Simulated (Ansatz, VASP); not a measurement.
## Mn in VASP and in Ansatz

The input INCAR:

```
SYSTEM = Mn
ALGO     = Normal         ! electronic algorithm
EDIFF    = 1E-7           ! SCF threshold, eV
EDIFFG   = -0.01          ! ionic threshold
ENCUT    = 600            ! plane-wave cutoff, eV
GGA      = PE             ! functional
IBRION   = 2              ! ionic algorithm
ISIF     = 3              ! what is computed and relaxed
ISMEAR   = 0              ! smearing method
LASPH    = .TRUE.         ! aspherical terms in the spheres
LCHARG   = .FALSE.        ! write CHGCAR
LREAL    = .FALSE.        ! projectors in reciprocal space
LWAVE    = .FALSE.        ! write WAVECAR
NELM     = 100            ! most SCF steps
NSW      = 80             ! ionic steps
PREC     = Accurate       ! precision mode
SIGMA    = 0.1            ! smearing width, eV
```

The input KPOINTS:

```
k-points
0
G
  20 20 20
  0 0 0
```

The input POSCAR:

```
Mn
1.0
    0.0000000000      1.7503659014      1.7503659014
    1.7503659014      0.0000000000      1.7503659014
    1.7503659014      1.7503659014      0.0000000000
Mn
1
Direct
    0.0000000000      0.0000000000      0.0000000000
```

Input for Ansatz:

```yaml
crystal:
  lattice:
    - [0.0, 1.7503659014, 1.7503659014]
    - [1.7503659014, 0.0, 1.7503659014]
    - [1.7503659014, 1.7503659014, 0.0]
  atoms:
    - { symbol: Mn, position: [0.0, 0.0, 0.0] }
basis:
  ecutwfc: 420
kpoints:
  mp_grid: { grid: [20, 20, 20] }
hamiltonian:
  xc: pbe
scf:
  occupations: { method: gaussian, width: 0.1 }
output:
  forces: true
  stress: true
  eigenvalues: true
relax:
  adjacent_minimum: "off"
  f_tol: 0.01
  max_steps: 60
  cell: { stress_tol: 0.1 }
```

Alike in both runs: task relaxation of cell and atoms; functional PBE; k mesh 20 × 20 × 20; occupations gaussian, width 0.1 eV; no spin polarisation.

|  | VASP | Ansatz |
| --- | --- | --- |
| version | VASP 6.6.1 | Ansatz 0.2.0 |
| potentials or method | VASP PAW PBE potentials, release 64 (Mn_pv) | scalar-relativistic, plane waves, PAW |
| plane-wave cutoff (eV) | 600 | 420 |
| valence electrons in the cell | 13 | 15 |

VASP gave:

| Item | Value |
| --- | --- |
| gap on the k mesh at the Fermi level, each at its own relaxed structure (eV) | none |
| relaxed volume (Å³/atom) | 10.74 |
| relaxed cell length with the largest relative difference (Å) | 2.476 |

Task: Estimate Ansatz's values.

Result: gap on the k mesh at the Fermi level, each at its own relaxed structure (eV): none; relaxed volume (Å³/atom): 10.74; relaxed cell length with the largest relative difference (Å): 2.477.

A gap of «none» marks a metal or a gap that the smearing closes. The two sets of potentials don't hold the same shells in valence.

Caveats: the run has no spin polarisation, though such a crystal can be magnetic. Spin polarisation is off, so any magnetic state and its effect on volume and gap are missing.
